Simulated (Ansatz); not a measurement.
# Sn (I4/mmm) in Ansatz: convergence with wavefunction cutoff

Aim: find how far wavefunction cutoff must go before the results for Sn settle, at PBEsol. This setting moves, with any that are tied to it; all else stays.

All numbers are computed with Ansatz 0.2.0; they aren't measurements. Logs are shortened: lines on timing, memory, paths and dates and some standing lists are left out, and cuts for length are marked.

## 1. Starting point

Symmetry: I4/mmm, No. 139, tetragonal system. The conventional cell has a = 4.058 Å, b = 4.058 Å, c = 3.322 Å, α = 90.00°, β = 90.00°, γ = 90.00°. Sn (site symmetry 4/mmm) has 10 Sn at 3.32 Å as nearest neighbours.

This isn't the form of Sn at room conditions, which is tetragonal (white tin).

## 2. With wavefunction cutoff 400 eV

input.yaml

```yaml
crystal:
  lattice:
    - [-2.029189411, 2.029189411, 1.6607599896]
    - [2.029189411, -2.029189411, 1.6607599896]
    - [2.029189411, 2.029189411, -1.6607599896]
  atoms:
    - { symbol: Sn, position: [0.0, 0.0, 0.0] }
hamiltonian:
  xc: pbesol
  pseudopotentials: { kind: paw, source: jth, xc_functional: pbe }
kpoints:
  mp_grid: { grid: [9, 9, 9] }
scf:
  occupations: { method: gaussian, width: 0.1 }
output:
  forces: true
  stress: true
  eigenvalues: true
basis:
  ecutwfc: "400 eV"
```

Potentials or basis: JTH PAW.

The run is started by

```bash
$ ansatz run input.yaml --threads 2 --pin off --max-ram 5632MiB --backend cpu --events-out ev --progress --plain --runs-dir out
```

Log:

```text
Warning: basis.ecutwfc = 400 eV is below the records' recommended 6600 eV, and the density's cutoff is lower with it unless basis.ecutrho_ratio is high enough to keep the records' density cutoff: compare with a run at a higher cutoff
Warning: the checks of this Sn dataset prove no rule for summing its radial tables, as where they were carried onto another mesh than they were made on, and Gregory's rule is taken, under which a leading mesh point left out moves its sums only by what lay on the interval it spanned. That does not make them correct, and they differ from Quantum ESPRESSO's on this file; a re-export a fraction of a mesh step off can move them. hamiltonian.pseudopotentials.radial_quadrature: simpson_from_first_knot sums it by `pw.x`'s rule; on a PAW file no value gives `pw.x`'s numbers. What more to know: hamiltonian.pseudopotentials.radial_quadrature, in the input reference
Warning: RAYON_NUM_THREADS=2 ignored (pool sized by the plan → 2); use --threads N
Engine: ansatz 0.2.0, aarch64-unknown-linux-gnu
Pseudopotentials: kind: paw
Pseudopotential: Sn, paw, valence charge 14, recommended cutoff 6600 eV (normal), Sn.paw.azcp
Functional definition: PBEsol
  exchange = pbesol_x
  correlation = pbesol_c
Crystal: 1 atoms, lattice volume = 27.353 Å³
Basis set: ecut = 400 eV, 513 PW (Γ), exchange–correlation on 48×48×48 points (8 copies of the dense FFT grid, shifted against one another)
Bands: 11, of which v1, the nominal top of the filled ones, is band 7 counted from 1 (6 counted from 0)
Symmetry: 16 space group operations
Space group: I4/mmm (ITA 139), of the structure as read, at distance tolerance 3.0e-5 Å
k-points: 75 of 729
Non-local potential: Sn, projectors of the file, l = 0: 2, l = 1: 2, l = 2: 2
PAW form: soft (Blöchl's): semilocal exchange-correlation on the pseudo side does not see the compensation charge
PAW frozen core: Sn, regenerated for the run's functional, and the local potential with it (the file was generated under x = pbe(κ = 0.804, μ = 0.2195149727645171), c = pbe(β = 0.06672455060314922))
PAW one-centre angular grid: Sn, 590 points (default); XC on 96 Gauss nodes
Initial density: superposition of atomic densities (chi_scale 0.1, normalization cell)
Initial wavefunctions: pseudopotential atomic-orbital guess
Functional: x = pbesol(κ = 0.804, μ = 0.12345679012345678), c = pbesol(β = 0.046)
SCF iter   1: F=—  HF=-5940.187565 eV  |F-HF|=—  |Δ(HF+E_count)|=         —  Δρ=1.40e-2  dr2=5.99e-2  ethr=3.10e-3  ⟨swp⟩=6.7  Hψ=6264  notcnv=0
preconditioner: auto → none  [insulator: Δε(μ)=0.130 eV  Ē_g=22.779 eV  σ=0.100 eV  W_gap=0.54  n_scr=4 (ndim 8)  ℏωp=26.6 eV  f_vac=0.000  D(μ)=0.47/eV (n_scr^D=0)  ε∞_Penn≈2.4]
SCF iter   2: F=—  HF=-5940.167510 eV  |F-HF|=—  |Δ(HF+E_count)|=   2.01e-2  Δρ=4.12e-3  dr2=3.69e-3  ethr=4.28e-4  ⟨swp⟩=3.0  Hψ=2217  notcnv=0  defer=19
SCF iter   3: F=—  HF=-5940.166819 eV  |F-HF|=—  |Δ(HF+E_count)|=   6.90e-4  Δρ=1.55e-3  dr2=4.27e-4  ethr=2.64e-5  ⟨swp⟩=1.0  Hψ=806  notcnv=0  defer=19
SCF iter   4: F=—  HF=-5940.166770 eV  |F-HF|=—  |Δ(HF+E_count)|=   4.97e-5  Δρ=9.24e-5  dr2=1.23e-6  ethr=3.05e-6  ⟨swp⟩=1.6  Hψ=902  notcnv=0  defer=19
SCF iter   5: F=—  HF=-5940.166814 eV  |F-HF|=—  |Δ(HF+E_count)|=   4.48e-5  Δρ=5.17e-6  dr2=5.38e-9  ethr=7.14e-10  ⟨swp⟩=7.7  Hψ=5253  notcnv=0
SCF iter   6: F=-5940.166814 eV  HF=-5940.166814 eV  |F-HF|=1.10e-10  |Δ(HF+E_count)|=   2.51e-9  Δρ=2.43e-6  dr2=8.12e-10  ethr=3.84e-11  ⟨swp⟩=2.0  Hψ=2535  notcnv=0
SCF 1 converged in 6 iterations: F = -5940.166814 eV  dr2 = 8.12e-10
SCF converged after 6 iterations
Free energy (F): -5940.166814 eV
Harris-Foulkes:  -5940.166814 eV  (|F-HF|=1.10e-10)
Internal energy: -5940.164363 eV  (E = F + TS)
E sigma→0 (E₀):  -5940.165588 eV
Entropy (-TS):   -0.002452 eV (-2.452 meV/atom)
Fermi energy:    9.967323 eV
--- Per-component energies (eV) ---
  E_band       = -90.389071
  E_kinetic    = 318.884423
  E_local      = -1758.316419  (includes V_loc(G=0)·N_el)
  E_nonlocal   = 767.333928
  E_hartree    = 652.276576
  E_xc         = -185.457196
  E_vxc        = -124.269470  (∫ρ·V_xc dr)
  E_paw        = -4384.604631  (= ΣΔE_a)
  E_vpaw       = -598.566037  (= ΣTr[D̂ρ^β])
  E_aug_tail   = -0.007340  (compensation charges beyond the density's cutoff)
  E_ewald      = -1350.557974
  E_core_change = 0.284272  (= ΣΔE_core)
  E_smearing   = -0.002452  (= −TS)
  E_closure    = -0.000000  (closes the sum)
  Σ components = -5940.166814   (vs F -5940.166814, Δ=0.00e0)
--- Forces (eV/Å), atoms counted from 1 ---
  atom   1  Sn     0.00000000     0.00000000    -0.00000000
  max |Σ_I F_I| component: 2.47e-32 eV/Å
--- Stress (GPa, compression-positive) ---
       -2.493924       0.000000       0.000000
        0.000000      -2.493924       0.000000
        0.000000      -0.000000       0.102221
  P = ⅓ Tr σ = -1.6285 GPa (-16.285 kbar)
--- Band table (eV; the first three rows and the last of 75) ---
  k-point 0: bands = ["-11.3725", "-11.2887", "-11.2887", "-11.2832", "-11.1794", "-0.9901", "16.8188", "16.8188", "19.3766", "20.3424", "21.4310"]
  k-point 1: bands = ["-11.3602", "-11.2916", "-11.2883", "-11.2703", "-11.1847", "-0.7586", "14.4676", "16.9835", "18.6851", "20.9810", "21.7853"]
  k-point 2: bands = ["-11.3312", "-11.2995", "-11.2988", "-11.2232", "-11.1980", "-0.0654", "11.1597", "17.3820", "17.4638", "21.0817", "21.2960"]
  k-point 74: bands = ["-11.3922", "-11.3360", "-11.1482", "-11.1475", "-11.1282", "5.8273", "8.6376", "9.0295", "12.7139", "13.7095", "16.2914"]
```

Wall time 0.92 s (2 threads of Arm Neoverse V1, shared host); peak memory 0.25 GiB.

Results:

```
Free energy            : -5940.1668 eV
Pressure               : -1.6 GPa
Band gap on the k mesh : none (metal or under the smearing width)
```

## 3. With wavefunction cutoff 500 eV

Changes to input.yaml since step 2:

```diff
@@ -19,2 +19,2 @@
 basis:
-  ecutwfc: "400 eV"
+  ecutwfc: "500 eV"
```

Potentials or basis: JTH PAW.

The run is started by

```bash
$ ansatz run input.yaml --threads 2 --pin off --max-ram 5632MiB --backend cpu --events-out ev --progress --plain --runs-dir out
```

Wall time 1.1 s (2 threads of Arm Neoverse V1, shared host); peak memory 0.26 GiB.

What came out:

* Free energy: -5940.2043 eV
* Pressure: -1.6 GPa
* Band gap on the k mesh: none (metal or under the smearing width)

## 4. With wavefunction cutoff 600 eV

Changes to input.yaml since step 3:

```diff
@@ -19,2 +19,2 @@
 basis:
-  ecutwfc: "500 eV"
+  ecutwfc: "600 eV"
```

The run is started by

```bash
$ ansatz run input.yaml --threads 2 --pin off --max-ram 5632MiB --backend cpu --events-out ev --progress --plain --runs-dir out
```

It took 1.3 s on 2 threads of Arm Neoverse V1, shared host; peak memory 0.28 GiB.

Results:

```
Free energy            : -5940.2141 eV
Pressure               : -1.6 GPa
Band gap on the k mesh : none (metal or under the smearing width)
```

## 5. With wavefunction cutoff 700 eV

Changes to input.yaml since step 4:

```diff
@@ -19,2 +19,2 @@
 basis:
-  ecutwfc: "600 eV"
+  ecutwfc: "700 eV"
```

The run is started by

```bash
$ ansatz run input.yaml --threads 2 --pin off --max-ram 5632MiB --backend cpu --events-out ev --progress --plain --runs-dir out
```

It took 1.7 s on 2 threads of Arm Neoverse V1, shared host; peak memory 0.29 GiB.

What came out:

```
Free energy            : -5940.2250 eV
Pressure               : -1.6 GPa
Band gap on the k mesh : none (metal or under the smearing width)
```

## 6. With wavefunction cutoff 850 eV

Changes to input.yaml since step 5:

```diff
@@ -19,2 +19,2 @@
 basis:
-  ecutwfc: "700 eV"
+  ecutwfc: "850 eV"
```

Potentials or basis: JTH PAW.

The run is started by

```bash
$ ansatz run input.yaml --threads 2 --pin off --max-ram 5632MiB --backend cpu --events-out ev --progress --plain --runs-dir out
```

It took 2.1 s on 2 threads of Arm Neoverse V1, shared host; peak memory 0.32 GiB.

The run converged. Its results:

```yaml
Free_energy: -5940.2446 eV
Pressure: -1.6 GPa
Band_gap_on_the_k_mesh: none (metal or under the smearing width)
```

## 7. With wavefunction cutoff 1000 eV

Changes to input.yaml since step 6:

```diff
@@ -19,2 +19,2 @@
 basis:
-  ecutwfc: "850 eV"
+  ecutwfc: "1000 eV"
```

The run is started by

```bash
$ ansatz run input.yaml --threads 2 --pin off --max-ram 5632MiB --backend cpu --events-out ev --progress --plain --runs-dir out
```

Run time: 2.7 s. Hardware: 2 threads of Arm Neoverse V1, shared host; peak memory 0.35 GiB.

It converged, with:

| Item | Value |
| --- | --- |
| Free energy | -5940.2466 eV |
| Pressure | -1.6 GPa |
| Band gap on the k mesh | none (metal or under the smearing width) |

## 8. With wavefunction cutoff 1200 eV

Changes to input.yaml since step 7:

```diff
@@ -19,2 +19,2 @@
 basis:
-  ecutwfc: "1000 eV"
+  ecutwfc: "1200 eV"
```

The run is started by

```bash
$ ansatz run input.yaml --threads 2 --pin off --max-ram 5632MiB --backend cpu --events-out ev --progress --plain --runs-dir out
```

Wall time 3.2 s (2 threads of Arm Neoverse V1, shared host); peak memory 0.39 GiB.

It converged, with:

```yaml
Free_energy: -5940.2552 eV
Pressure: -1.6 GPa
Band_gap_on_the_k_mesh: none (metal or under the smearing width)
```

## 9. With wavefunction cutoff 1400 eV

Changes to input.yaml since step 8:

```diff
@@ -19,2 +19,2 @@
 basis:
-  ecutwfc: "1200 eV"
+  ecutwfc: "1400 eV"
```

Potentials or basis: JTH PAW.

The run is started by

```bash
$ ansatz run input.yaml --threads 2 --pin off --max-ram 5632MiB --backend cpu --events-out ev --progress --plain --runs-dir out
```

It took 3.3 s on 2 threads of Arm Neoverse V1, shared host; peak memory 0.43 GiB.

It converged, with:

```
Free energy            : -5940.2587 eV
Pressure               : -1.6 GPa
Band gap on the k mesh : none (metal or under the smearing width)
```

## 10. With wavefunction cutoff 1700 eV

Changes to input.yaml since step 9:

```diff
@@ -19,2 +19,2 @@
 basis:
-  ecutwfc: "1400 eV"
+  ecutwfc: "1700 eV"
```

The run is started by

```bash
$ ansatz run input.yaml --threads 2 --pin off --max-ram 5632MiB --backend cpu --events-out ev --progress --plain --runs-dir out
```

It took 4 s on 2 threads of Arm Neoverse V1, shared host; peak memory 0.48 GiB.

The run converged. Its results:

* Free energy: -5940.2852 eV
* Pressure: -1.6 GPa
* Band gap on the k mesh: none (metal or under the smearing width)

## 11. Result

```
wavefunction cutoff  energy less the tightest run, at zero smearing (meV/atom)  SCF cycles  CPU time (s)  peak memory (GiB)
             400 eV                                                     118.43           6           1.6               0.25
             500 eV                                                      80.94           6             2               0.26
             600 eV                                                      71.14           6           2.4               0.28
             700 eV                                                      60.23           6           3.2               0.29
             850 eV                                                      40.63           6           4.1               0.32
            1000 eV                                                      38.60           6           5.2               0.35
            1200 eV                                                      30.04           6           6.3               0.39
            1400 eV                                                      26.56           6           6.4               0.43
            1700 eV                                                       0.00           6           7.8               0.48
```

Not settled before the last step: the energy (to 1 meV/atom). The tightest run that finished is the yardstick and may itself not be fully converged.

Caveats: the cutoff lies under the one recommended for these potentials.
